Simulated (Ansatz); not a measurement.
**GaP: one input, then a changed one**

The cell was built from the rocksalt type and relaxed in the same program; it needn't be a known or the stable phase. The listed cell was then made from it by scaling, straining or moving an atom.

First run: DFT, PBE, all-electron PAW with datasets made for the crystal, scalar-relativistic (Ansatz 0.2.0).

Command: `ansatz run input.yaml --threads 1 --pin off --max-ram 2048MiB --backend cpu --events-out ev --progress --plain --runs-dir out` The run took about 16 s on 1 thread of a shared machine.

```yaml
crystal:
  lattice:
    - [0.0, 2.6336787588, 2.4772489364]
    - [2.6336787588, 0.0, 2.4772489364]
    - [2.6336787588, 2.6336787588, 0.0]
  atoms:
    - { symbol: Ga, position: [0.0, 0.0, 0.0] }
    - { symbol: P, position: [0.5, 0.5, 0.5] }
kpoints:
  mp_grid: { grid: [12, 12, 12] }
scf:
  occupations: { method: fermi_dirac, width: 0.05 }
hamiltonian:
  xc: pbe
  pseudopotentials: { kind: all_electron, datasets: crystal }
output:
  forces: true
  stress: true
  eigenvalues: true
  efg: { contact_densities: true }
```

Result: converged; pressure 0.57 GPa; no gap on the k mesh; 8 SCF iterations.

The input is then changed:

```diff
@@ -8,5 +8,5 @@
     - { symbol: P, position: [0.5, 0.5, 0.5] }
 kpoints:
-  mp_grid: { grid: [12, 12, 12] }
+  mp_grid: { grid: [12, 12, 12], shift: [0.5, 0.5, 0.5] }
 scf:
   occupations: { method: fermi_dirac, width: 0.05 }
@@ -14,4 +14,5 @@
   xc: pbe
   pseudopotentials: { kind: all_electron, datasets: crystal }
+  dispersion: d3bjatm
 output:
   forces: true
```

(1) Predict the outcome of the changed run.

Results:

(1) It converged; pressure -2.52 GPa; no gap on the k mesh; 8 SCF iterations.
